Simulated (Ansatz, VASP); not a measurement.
**PbI2 in VASP and in Ansatz**

```
Pb I
1.0
     4.49344    0.00000    0.00000
    -2.24672    3.89143    0.00000
     0.00000    0.00000    6.88270
Pb I
1 2
Direct
  0.00000 0.00000 0.00000
  0.66667 0.33333 0.73500
  0.33333 0.66667 0.26500
```

Change from the starting cell: volume scaled by 0.96.

Alike in both runs: task single point; functional PBE; k mesh 7 × 7 × 4; occupations fermi-dirac, width 0.05 eV; no spin polarisation.

|  | VASP | Ansatz |
| --- | --- | --- |
| version | VASP 6.6.1 | Ansatz 0.2.0 |
| potentials or method | VASP PAW PBE potentials, release 64 (Pb_d, I) | Ansatz PAW |
| plane-wave cutoff (eV) | 520 | 420 |
| valence electrons in the cell | 28 | 48 |

|  | VASP | Ansatz | Ansatz less VASP |
| --- | --- | --- | --- |
| gap on the k mesh at the Fermi level (eV) | 2.17 | 2.17 | 0.000 |
| least direct gap on the mesh (eV) | 2.17 | 2.17 | 0.000 |
| pressure (GPa) | 3.2 | 3.2 | +0.02 |
| largest component of the traceless stress (GPa) | 0.06 | 0.06 | -0.001 |
| rms of the force components (eV/Å) | 0.186 | 0.186 | +0.0001 |

Atom by atom the forces differ by 0.000 eV/Å (rms over components). The two sets of potentials don't hold the same shells in valence.

Caveats: spin-orbit coupling is left out, which as a rule narrows the gap of such compounds by several tenths of an eV; this functional lacks dispersion, which binds the layers, so the pressure and a relaxed spacing across them are unreliable; an odd mesh through Γ misses points on the zone boundary, where band edges often lie (VASP); odd divisions of the mesh miss points on the zone boundary, where band edges often lie, so the gap on the mesh can be too wide (Ansatz).
